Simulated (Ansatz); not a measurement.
Runs of Ansatz 0.2.0 on Co. The structure is hexagonal, space group P6_3/mmc (No. 194). Conventional cell: a = 2.471 Å, b = 2.471 Å, c = 8.088 Å, α = 90.00°, β = 90.00°, γ = 120.00°. Co (site symmetry -6m2) is surrounded by 12 Co at 2.47 Å. Around Co (site symmetry -3m) lie 12 Co at 2.47 Å. 

| task | level | cell | k mesh | points for each segment of the path | gap on the mesh (eV) | pressure (GPa) | moment (μB) | relaxed volume (Å³/atom) |
| --- | --- | --- | --- | --- | --- | --- | --- | --- |
| phonons | PBEsol | as given | 10 × 10 × 3 | - | none | - | (a) | - |
| band structure | BPBE | as given | 12 × 12 × 4 | 14 | none | 4.2 | 6.58 | - |
| relaxation of cell and atoms | SVWN5 | relaxed | 12 × 12 × 4 | - | - | 0.0 | 6.05 | 10.02 |
| relaxation of cell and atoms | revPBE+D4 | relaxed | 12 × 12 × 4 | - | - | 0.0 | (b) | 10.60 |

Alike in all rows: potentials or basis Ansatz PAW; spin collinear, ferromagnetic start; cutoff (eV) 420; smearing fermi-dirac 0.05 eV.

Problem. Fill in the values left out.

Solution. (a) 6.66; (b) 6.62.

Caveats: the PAW data sets come from PBE, with cores solved anew for the run's functional, which leaves a small shift of forces and pressure; the plane-wave basis is chosen anew once the cell has moved, so the energies of steps on either side of that aren't comparable (some runs).

A gap of «none» marks a metal or a gap under the smearing width.

Runs at the PBE level aren't shown here.
